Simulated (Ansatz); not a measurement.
The system is AlNi3.

```
Ni Al
1.0
     3.52305    0.00000    0.00000
     0.00000    3.52305    0.00000
     0.00000    0.00000    3.52305
Ni Al
3 1
Direct
  0.50000 0.50000 0.00000
  0.50000 0.00000 0.50000
  0.00000 0.50000 0.50000
  0.00000 0.00000 0.00000
```

The cell is a database's computed one.

Program: Ansatz 0.2.0. Alike in all runs: task band structure; potentials or basis all-electron LAPW, scalar-relativistic; spin collinear, ferromagnetic start; cell as given; k mesh 8 × 8 × 8; smearing fermi-dirac 0.05 eV; basis error allowed 0.002 eV/atom.

Question: Order these runs on this cell by their pressure, lowest first.
A. level LDA; cutoff (eV) 287
B. level PBE; cutoff (eV) 286
C. level PBEsol; cutoff (eV) 286

Answer: A (-7.5 GPa), C (-0.7 GPa), B (7.3 GPa).

Not every run made on this cell is shown here.
